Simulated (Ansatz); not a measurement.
**WC: one crystal by all-electron and frozen-core methods**

Aim: solve WC at one geometry with LAPW, all electrons, frozen-core PAW and all-electron PAW on datasets made for the crystal, and see where they agree.

Method: DFT PBE, scalar-relativistic, in Ansatz 0.2.0.

## (1) The system as given

The structure is hexagonal, space group P-6m2 (No. 187). Conventional cell: a = 2.901 Å, b = 2.901 Å, c = 2.829 Å, α = 90.00°, β = 90.00°, γ = 120.00°. Around W (site symmetry -6m2) lie 6 C at 2.19 Å. C (site symmetry -6m2) is surrounded by 6 W at 2.19 Å.

As a file:

```
W C
1.0
     2.90050    0.00000    0.00000
    -1.45025    2.51191    0.00000
     0.00000    0.00000    2.82900
W C
1 1
Cartesian
  0.0000 0.0000 0.0000
  1.4503 0.8373 1.4145
```

The cell comes from a crystallographic database entry that wasn't checked; take it as a given geometry, which may be far from equilibrium.

Atoms are numbered in the order of the input: W1, C2.

## (2) LAPW, all electrons

Input file input.yaml:

```yaml
crystal:
  lattice:
    - [2.900501436, 0.0, 0.0]
    - [-1.450250718, 2.5119079273, 0.0]
    - [0.0, 0.0, 2.829]
  atoms:
    - { symbol: W, position: [0.0, 0.0, 0.0] }
    - { symbol: C, position: [0.6666666667, 0.3333333333, 0.5] }
kpoints:
  mp_grid: { grid: [13, 13, 12] }
  band_path:
    path:
      - [0.0, 0.0, 0.0]
      - [0.5, 0.0, 0.0]
      - [0.3333333333, 0.3333333333, 0.0]
      - [0.0, 0.0, 0.0]
      - [0.0, 0.0, 0.5]
      - [0.5, 0.0, 0.5]
      - [0.3333333333, 0.3333333333, 0.5]
      - [0.0, 0.0, 0.5]
      - [0.5, 0.0, 0.5]
    npoints: 14
scf:
  occupations: { method: fermi_dirac, width: 0.05 }
hamiltonian:
  xc: pbe
  pseudopotentials: { kind: all_electron, lapw: { basis_error: 0.001 } }
output:
  forces: true
  stress: true
  eigenvalues: true
  populations: true
  dos: { projected: true, de: 0.2, e_range: [-14, 8] }
```

Command:

```console
$ ansatz run input.yaml --threads 1 --pin off --max-ram 3072MiB --backend cpu --events-out ev --progress --plain --runs-dir out
```

The log of the run, cut to the lines that bear on the results:

```text
W: projections on atomic orbitals take those of the free atom 1s2 2s2 2p6 3s2 3p6 3d10 4s2 4p6 4d10 4f14 5s2 5p6 5d4 6s2, of charge +0.00 (hamiltonian.pseudopotentials.projection_atoms)
C: projections on atomic orbitals take those of the free atom 1s2 2s2 2p2, of charge +0.00 (hamiltonian.pseudopotentials.projection_atoms)
LAPW: plane waves up to 9.398 Å⁻¹, error target 1.0e-3 eV per atom; small_component_spin mean_spin; C in spheres of 0.903 Å, 6 of its electrons in bands, Dirac shells []; W in spheres of 1.289 Å, 44 of its electrons in bands, Dirac shells []
[...]
Pseudopotentials: kind: all_electron
Pseudopotential: W, LAPW, valence charge 44, Koelling and Harmon's equation, gaussian nucleus
Pseudopotential: C, LAPW, valence charge 6, Koelling and Harmon's equation, gaussian nucleus
Functional definition: PBE
[...]
Crystal: 2 atoms, lattice volume = 20.612 Å³
Basis set: ecut = 336.4792604697351 eV, 315 PW (Γ), exchange–correlation at level 2
Bands: 30, of which v1, the nominal top of the filled ones, is band 25 counted from 1 (24 counted from 0)
Symmetry: 12 space group operations
Space group: P-6m2 (ITA 187), of the structure as read, at distance tolerance 2.7e-5 Å
k-points: 147 of 2028 (time reversal used)
[...]
SCF iter   1: F=—  HF=-440240.904292 eV  |F-HF|=—  |Δ(HF+E_count)|=         —  Δρ=1.27e-1  dr2=4.02e0  ethr=8.05e-3  ⟨swp⟩=2.0  Hψ=27311  notcnv=0
[...]
the basis was enlarged: its passes take 332.1 KiB over the memory plan, 1 of 1 planned eigensolver slots
[...]
SCF iter   8: F=-440239.365826 eV  HF=-440239.365826 eV  |F-HF|=1.28e-9  |Δ(HF+E_count)|=   2.76e-8  Δρ=4.70e-6  dr2=2.36e-9  ethr=3.26e-10  ⟨swp⟩=2.9  Hψ=13210  notcnv=0
[...]
NSCF: frozen V_eff on 113 k-points
SCF converged after 8 iterations
Free energy (F): -440239.365826 eV
[...]
E sigma→0 (E₀):  -440239.364460 eV
Entropy (-TS):   -0.002733 eV (-1.367 meV/atom)
Fermi energy:    25.875140 eV
[...]
--- Forces (eV/Å), atoms counted from 1 ---
  atom   1  W     -0.00000000     0.00000000     0.00000000
  atom   2  C      0.00000000     0.00000000     0.00000000
[...]
--- Stress (GPa, compression-positive) ---
        8.427095      -0.000000       0.000000
       -0.000000       8.427095       0.000000
        0.000000       0.000000       8.557752
  P = ⅓ Tr σ = 8.4706 GPa (84.706 kbar)
--- Band table (eV; the first three rows and the last of 147) ---
[...]
--- Löwdin populations: 2 sites ---
  site symbol       q [e]
     0      W     73.1999
     1      C      6.7231
  spilling = 0.000963 (of n_electrons = 80.000000)
```

It took 34 s on 1 thread of Intel Xeon 6975P-C (Granite Rapids), shared host; peak memory 0.51 GiB.

In short: pressure 8.47 GPa; no gap.

At the corners of the path (eV, zero at the Fermi level):

```tsv
point	band 22	band 23	band 24	band 25	band 26	band 27	band 28
Γ	-4.36	-3.38	-3.38	0.08	3.26	3.26	5.64
M	-7.07	-3.66	-3.61	-0.48	2.36	4.56	4.91
K	-6.61	-4.59	-3.49	0.61	0.97	2.05	3.24
Γ	-4.36	-3.38	-3.38	0.08	3.26	3.26	5.64
A	-8.70	-2.05	-2.05	-0.61	-0.61	3.69	4.53
L	-6.51	-4.37	-4.21	0.29	4.46	5.35	6.69
H	-7.28	-5.44	-1.62	-0.67	4.43	6.45	7.65
A	-8.70	-2.05	-2.05	-0.61	-0.61	3.69	4.53
L	-6.51	-4.37	-4.21	0.29	4.46	5.35	6.69
```

States per cell in windows of 1 eV (zero at the Fermi level; grid of 0.20 eV, so sharp peaks spill over the borders):

```tsv
from	to	total	W 5d	C 2p
-10	-9	0.00	0.00	0.00
-9	-8	0.01	0.00	0.00
-8	-7	0.10	0.03	0.05
-7	-6	1.36	0.58	0.62
-6	-5	0.64	0.30	0.28
-5	-4	1.04	0.50	0.47
-4	-3	1.50	0.75	0.66
-3	-2	1.34	0.62	0.66
-2	-1	1.21	0.82	0.31
-1	0	0.80	0.54	0.19
0	1	0.20	0.18	0.02
1	2	0.48	0.43	0.03
2	3	0.76	0.63	0.09
3	4	1.04	0.68	0.25
4	5	1.48	1.06	0.27
```

## (3) Frozen-core PAW

Edit input.yaml of step 2 so:

```diff
@@ -26,3 +26,3 @@
   xc: pbe
-  pseudopotentials: { kind: all_electron, lapw: { basis_error: 0.001 } }
+  pseudopotentials: { kind: paw }
 output:
@@ -31,3 +31,9 @@
   eigenvalues: true
+  efg: { contact_densities: true }
   populations: true
+  bader: true
   dos: { projected: true, de: 0.2, e_range: [-14, 8] }
+  write_density: true
+  write_potential: true
+  elf: true
+  volumetric_format: npy
```

Command:

```console
$ ansatz run input.yaml --threads 1 --pin off --max-ram 3072MiB --backend cpu --events-out ev --progress --plain --runs-dir out
```

The log of the run, cut to the lines that bear on the results:

```text
W: output.efg is read without spin–orbit coupling, which moves field gradients at and beside such atoms by some per cent and up to a factor of two; PAW files take it under magnetization.noncollinear and magnetization.spin_orbit
[...]
Pseudopotentials: kind: paw
Pseudopotential: W, paw, valence charge 14, recommended cutoff 420 eV (normal)
Pseudopotential: C, paw, valence charge 4, recommended cutoff 420 eV (normal)
[... 1 set-up line as earlier in the session ...]
[...]
Crystal: 2 atoms, lattice volume = 20.612 Å³
Basis set: ecut = 420 eV, 405 PW (Γ), exchange–correlation on 40×40×40 points (8 copies of the dense FFT grid, shifted against one another)
Bands: 13, of which v1, the nominal top of the filled ones, is band 9 counted from 1 (8 counted from 0)
[... 2 set-up lines as earlier in the session ...]
[...]
  P = ⅓ Tr σ = 8.3861 GPa (83.861 kbar)
--- PAW observables at the nuclei: V_zz in 10²¹ V/m², potentials from the cell's mean, atoms counted from 1 ---
  atom   1  W  V_zz =   -14.052216   η = 0.0000   by run symmetry: allowed
            electrostatic potential = -14818.514207 V   contact ρ = 8822028.768498 e/Å³
  atom   2  C  V_zz =    +0.089736   η = 0.0000   by run symmetry: allowed
            electrostatic potential = -432.159487 V   contact ρ = 868.176687 e/Å³
--- Band table (eV; the first three rows and the last of 147) ---
  k-point 0: bands = ["-53.1681", "-17.1824", "-17.0804", "-17.0804", "6.2509", "16.3981", "17.3756", "17.3756", "20.8397", "24.0166", "24.0166", "26.4023", "26.4023"]
[...]
--- Löwdin populations: 2 sites ---
  site symbol       q [e]
     0      W     13.1956
     1      C      4.7233
  spilling = 0.004507 (of n_electrons = 18.000000)
--- Bader charges: 2 sites ---
  site symbol  charge [e]  shift [e]
     0      W      1.4238     0.0035
     1      C     -1.4238     0.0035
  estimated error of the sums over rays = 5.5e-4 e
```

Wall time 18 s (1 thread of Intel Xeon 6975P-C (Granite Rapids), shared host); peak memory 0.47 GiB.

Read from it: pressure 8.39 GPa; no gap; Vzz W1 -14.05 (η = 0.00), C2 0.09 (η = 0.00) (10²¹ V/m²).

```tsv
atom	Bader charge (e)	basin volume (Å³)
W1	+1.42	11.42
C2	-1.42	9.19
```

Density in a lattice plane of the grid's cell (edges 2.90 and 2.83 Å, at 0.000 of the third edge), which holds W.

Values in e/Å³, 12 rows by 12 columns:
```
4.74 5.11 4.23 2.09 0.69 0.40 0.35 0.40 0.69 2.09 4.23 5.11
4.81 4.32 2.89 1.32 0.54 0.39 0.36 0.39 0.54 1.32 2.89 4.32
2.67 2.23 1.38 0.71 0.45 0.41 0.40 0.41 0.45 0.71 1.38 2.23
0.88 0.76 0.57 0.46 0.44 0.45 0.46 0.45 0.44 0.46 0.57 0.76
0.45 0.43 0.41 0.42 0.46 0.50 0.52 0.50 0.46 0.42 0.41 0.43
0.38 0.38 0.38 0.41 0.47 0.52 0.55 0.52 0.47 0.41 0.38 0.38
0.45 0.43 0.41 0.42 0.46 0.50 0.52 0.50 0.46 0.42 0.41 0.43
0.88 0.76 0.57 0.46 0.44 0.45 0.46 0.45 0.44 0.46 0.57 0.76
2.67 2.23 1.38 0.71 0.45 0.41 0.40 0.41 0.45 0.71 1.38 2.23
4.81 4.32 2.89 1.32 0.54 0.39 0.36 0.39 0.54 1.32 2.89 4.32
4.74 5.11 4.23 2.09 0.69 0.40 0.35 0.40 0.69 2.09 4.23 5.11
3.52 4.74 4.70 2.48 0.78 0.41 0.35 0.41 0.78 2.48 4.70 4.74
```
Columns run along the first of these edges and rows up along the second, over one cell in 12 and 12 even steps from the bottom left corner. Atoms in the plane (fractional): W at (1.00, 0.00).

ELF in the same plane.

Values, 12 rows by 12 columns:
```
0.22 0.45 0.68 0.55 0.24 0.26 0.33 0.26 0.24 0.55 0.68 0.45
0.65 0.68 0.62 0.38 0.20 0.30 0.38 0.30 0.20 0.38 0.62 0.68
0.64 0.57 0.39 0.23 0.26 0.42 0.49 0.42 0.26 0.23 0.39 0.57
0.31 0.26 0.21 0.26 0.43 0.56 0.60 0.56 0.43 0.26 0.21 0.26
0.24 0.25 0.30 0.43 0.57 0.63 0.64 0.63 0.57 0.43 0.30 0.25
0.30 0.32 0.38 0.50 0.61 0.65 0.65 0.65 0.61 0.50 0.38 0.32
0.24 0.25 0.30 0.43 0.57 0.63 0.64 0.63 0.57 0.43 0.30 0.25
0.31 0.26 0.21 0.26 0.43 0.56 0.60 0.56 0.43 0.26 0.21 0.26
0.64 0.57 0.39 0.23 0.26 0.42 0.49 0.42 0.26 0.23 0.39 0.57
0.65 0.68 0.62 0.38 0.20 0.30 0.38 0.30 0.20 0.38 0.62 0.68
0.22 0.45 0.68 0.55 0.24 0.26 0.33 0.26 0.24 0.55 0.68 0.45
0.00 0.23 0.64 0.61 0.28 0.25 0.32 0.25 0.28 0.61 0.64 0.23
```
Columns run along the first of these edges and rows up along the second, over one cell in 12 and 12 even steps from the bottom left corner. Atoms in the plane (fractional): W at (1.00, 0.00).

Both are smooth fields of the valence electrons: close to the nuclei they are not physical.

The highest ELF values outside the cores: 0.81 beside C, off the lines to its neighbours, 0.7 Å from C; 0.66 between the atoms, 1.7 Å from W.

## (4) All-electron PAW on datasets made for the crystal

Edit input.yaml of step 3 so:

```diff
@@ -21,3 +21,3 @@
       - [0.5, 0.0, 0.5]
-    npoints: 14
+    npoints: 8
 scf:
@@ -26,3 +26,3 @@
   xc: pbe
-  pseudopotentials: { kind: paw }
+  pseudopotentials: { kind: all_electron, datasets: crystal }
 output:
@@ -32,8 +32 @@
   efg: { contact_densities: true }
-  populations: true
-  bader: true
-  dos: { projected: true, de: 0.2, e_range: [-14, 8] }
-  write_density: true
-  write_potential: true
-  elf: true
-  volumetric_format: npy
```

Command:

```console
$ ansatz run input.yaml --threads 1 --pin off --max-ram 3072MiB --backend cpu --events-out ev --progress --plain --runs-dir out
```

The log of the run, cut to the lines that bear on the results:

```text
[...]
band count auto-derived: 15 (N_el = 18.0; filled up to band 9; 13 by the electrons, moments and atoms)
W: output.efg is read without spin–orbit coupling, which moves field gradients at and beside such atoms by some per cent and up to a factor of two; PAW files take it under magnetization.noncollinear and magnetization.spin_orbit
[...]
[... 1 set-up line as earlier in the session ...]
Pseudopotential: W, paw, valence charge 28, recommended cutoff 340 eV (normal), Koelling and Harmon's equation, gaussian nucleus
Pseudopotential: C, paw, valence charge 4, recommended cutoff 340 eV (normal), Koelling and Harmon's equation, gaussian nucleus
[... 1 set-up line as earlier in the session ...]
[...]
Crystal: 2 atoms, lattice volume = 20.612 Å³
Basis set: ecut = 340 eV, 315 PW (Γ), exchange–correlation on 36×36×36 points (8 copies of the dense FFT grid, shifted against one another)
[...]
  atom   1  W     -0.00000000     0.00000000     0.00000000
  atom   2  C      0.00000000     0.00000000     0.00000000
[...]
--- Stress (GPa, compression-positive) ---
        8.424908      -0.000000       0.000000
       -0.000000       8.424908       0.000000
        0.000000       0.000000       8.553189
  P = ⅓ Tr σ = 8.4677 GPa (84.677 kbar)
  It holds what live shells' own plane waves past their cutoff add
--- PAW observables at the nuclei: V_zz in 10²¹ V/m², potentials from the cell's mean, atoms counted from 1 ---
  atom   1  W  V_zz =   -13.440040   η = -0.0000   by run symmetry: allowed
            electrostatic potential = -14818.374905 V   contact ρ = 8817690.363801 e/Å³
  atom   2  C  V_zz =    +0.064715   η = 0.0000   by run symmetry: allowed
            electrostatic potential = -432.187447 V   contact ρ = 868.324027 e/Å³
--- Band table (eV; the first three rows and the last of 147) ---
  k-point 0: bands = ["-48.0582", "-12.0773", "-11.9764", "-11.9764", "11.3663", "21.5142", "22.4925", "22.4925", "25.9551", "29.1345", "29.1345", "31.5157", "31.5157"]
[...]
```

It took 37 s on 1 thread of Intel Xeon 6975P-C (Granite Rapids), shared host; peak memory 0.93 GiB.

Read from it: pressure 8.47 GPa; no gap; Vzz W1 -13.44 (η = 0.00), C2 0.06 (η = 0.00) (10²¹ V/m²).

```tsv
atom	contact density (e/Å³)
W1	8817690
C2	868.324
```

## (5) Comparison

| method | pressure (GPa) | Vzz W1 (10²¹ V/m²) | Vzz C2 (10²¹ V/m²) | SCF cycles, all passes |
| --- | --- | --- | --- | --- |
| LAPW | 8.47 | – | – | 8 |
| PAW | 8.39 | -14.05 | 0.09 | 6 |
| crystal datasets | 8.47 | -13.44 | 0.06 | 10 |

## (6) Outcome

```
           quantity                                           value
           pressure  LAPW 8.47, PAW 8.39, crystal datasets 8.47 GPa
         gap (LAPW)                                            none
Bader charges (PAW)                            W1 +1.42, C2 -1.42 e
  highest ELF (PAW)                             0.81, 0.68 Å from C
```

In words: The pressure of 8.5 GPa pushes the cell to expand, with the atoms held in place. Bands cross the Fermi level: the crystal is a metal at this level. W 5d carries the largest share, 75 %, of the projected states within 0.3 eV of the Fermi level. The projection holds only the free atom's occupied shells (W 6s, W 5d, C 2s, C 2p in this range). The field gradient at W1, the largest by crystal datasets, is -14.05 by PAW and -13.44 by crystal datasets (10²¹ V/m²), within 5 %. Spin–orbit coupling is left out, which moves gradients at and beside heavy atoms by some per cent and at worst by a factor of two. PAW lies -0.08 GPa from LAPW in pressure. The price, with the outputs that each input asks for: 34 s for LAPW against 18 s for PAW, about 1.9 to one. Spin-orbit coupling is left out, though the cell holds W; in elements this heavy it can shift bands and gaps by tenths of an eV.
